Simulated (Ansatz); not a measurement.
Space group Fm-3m (No. 225). a = 4.573 Å, b = 4.573 Å, c = 4.573 Å, α = 90.00°, β = 90.00°, γ = 90.00°
```csv
atom,site,symmetry,x,y,z
Li,8c,-43m,0.2500,0.7500,0.7500
O,4a,m-3m,0.0000,0.0000,0.0000
```

Equation of state of this Li$_{2}$O structure (not necessarily the ground state), with shape and atoms relaxed at each volume where symmetry leaves them free. All numbers below come from DFT r2SCAN, scalar-relativistic, plane waves, PAW (Ansatz 0.2.0).

Settings: cutoff 500 eV, Γ-centred mesh 8×8×8 on the computed 3-atom cell, Gaussian smearing of 0.02 eV; no spin polarisation.

```csv
V (Å³/atom),E − E(largest V) (meV/atom),P (GPa),gap on mesh (eV)
7.012,19.94,14.30,6.03
7.251,1.98,9.88,5.97
7.490,-9.86,6.09,5.90
7.729,-16.45,2.82,5.83
7.968,-18.51,0.01,5.77
8.207,-16.66,-2.42,5.70
8.446,-11.43,-4.53,5.64
8.765,0.00,-6.89,5.48
```

Task: Fit a third-order Birch–Murnaghan equation to E(V).

Result: V0 = 7.97 Å³/atom, B0 = 87 GPa, B0' = 3.9.

Cost: 8 runs of about 0.63 core-minutes in all, on Intel Xeon Processor @ 2.50GHz (Skylake/Cascade Lake) (shared hosts).